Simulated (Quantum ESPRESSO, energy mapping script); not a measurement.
Computed results, one entry a study.

### MnS (Browneite): J from the energies of magnetic orders

It takes space group F-43m (No. 216, cubic). Conventional cell: a = 5.600 Å, b = 5.600 Å, c = 5.600 Å, α = 90.00°, β = 90.00°, γ = 90.00°. Nearest to Mn lie 4 S at 2.42 Å. Nearest to S lie 4 Mn at 2.42 Å. Farther neighbours and most contacts between anions are not listed.

```yaml
method: PBE with U = 4 eV on Mn d, ortho-atomic projectors, GBRV potentials (and 1 further level or step)
program: Quantum ESPRESSO 7.5 and energy mapping script 1
settings_of_one_run: cutoff 612.26 eV, 5×5×4 k-mesh, Fermi-Dirac occupations, smearing width 0.05 eV, collinear spin, GBRV 1.5 ultrasoft, starting moments 4.5 -4.5 0 0 μB
notes: Level: PBE with U = 4 eV on Mn d, ortho-atomic projectors, Quantum ESPRESSO with GBRV potentials. The state is antiferromagnetic; only a few collinear orders were tried. Couplings are for E = −Σ J e·e over ordered pairs of unit vectors.
lowest_order_tried: compensated +− in cell A
largest_fitted_value_mn_mn_at_3p96_a: -6.47 meV
ordering_temperature_mean_field: 195 K
heat_capacity_peak_monte_carlo: 62.8 K
```

Of the orders tried, MnS (Browneite) prefers the order “compensated +− in cell A” under PBE+U (4 eV), QE, GBRV, with 8 of 12 neighbours at 3.96 Å, 0 of 6 neighbours at 5.60 Å and 16 of 24 neighbours at 6.86 Å opposed, and the heat capacity of the fitted model peaks near 63 K (Monte Carlo, classical spins). The model's best pattern is not among the orders that were run. The largest fitted coupling is the Mn–Mn pair at 3.96 Å, antiferromagnetic at -6.5 meV, across a ligand at about 109°.

[Logs and program files are shortened in this print: banners, set-up blocks, solver, clock and traceback lines can be left out without a mark of their own.]

[Logs are printed without paths, hosts, clocks, repeated set-up lines and the standing remarks that a program may print on its own settings, such as how far it seeks lower states.]

[Hosts, paths, dates, database ids (printed as entryN), source tags and the programs' standing remarks are cut or masked in the printed files.]

[Where a cell is said to come from a database of computed structures, the database is the Materials Project.]
